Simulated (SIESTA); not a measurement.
Crystal: Co.

```xyz
2
Lattice="2.4720 0.0000 0.0000 -1.2360 2.1408 0.0000 0.0000 0.0000 4.0211" Properties=species:S:1:pos:R:3 pbc="T T T"
Co    1.2360    0.7136    3.0159
Co    0.0000    1.4272    1.0053
```

Base run:

* Program: SIESTA 5.4.2
* Functional: PBE
* Potentials or basis: PseudoDojo 0.5 standard (PBE files)
* Basis: DZP (energy shift 0.003 Ry; two zetas on semicore shells)
* Grid cutoff: 800 Ry
* Energy shift: 0.003 Ry
* k mesh: 12 × 12 × 7
* Occupations: fermi-dirac, width 0.05 eV
* Spin: collinear spin, ferromagnetic start
* Starting moments: [2.0, 2.0] μB

Its results: band gap on the k mesh none (metal or under the smearing width); pressure 5.5 GPa; net moment 3.24 μB per cell; site moments Co +1.62 μB.

After a change of settings the same cell gave: band gap on the k mesh none (metal or under the smearing width); pressure 7.6 GPa; net moment 3.24 μB per cell; site moments Co +1.62 μB. Which change was it?
A. potentials or basis from PseudoDojo 0.5 standard (PBE files) to SPMS 1.0 (PBE files) or PseudoDojo by element
B. potentials or basis from PseudoDojo 0.5 standard (PBE files) to SG15 1.2 (PBE files) or PseudoDojo by element
C. functional from PBE to PBEsol; potentials or basis from PseudoDojo 0.5 standard (PBE files) to PseudoDojo 0.4 standard (PBEsol files)
D. potentials or basis from PseudoDojo 0.5 standard (PBE files) to PseudoDojo 0.4 stringent (PBE files)

B.

Caveats: the basis of atomic orbitals isn't converged, which shifts pressures, moduli and gaps; short orbitals over semicore shells can move pressures by several GPa (some runs).
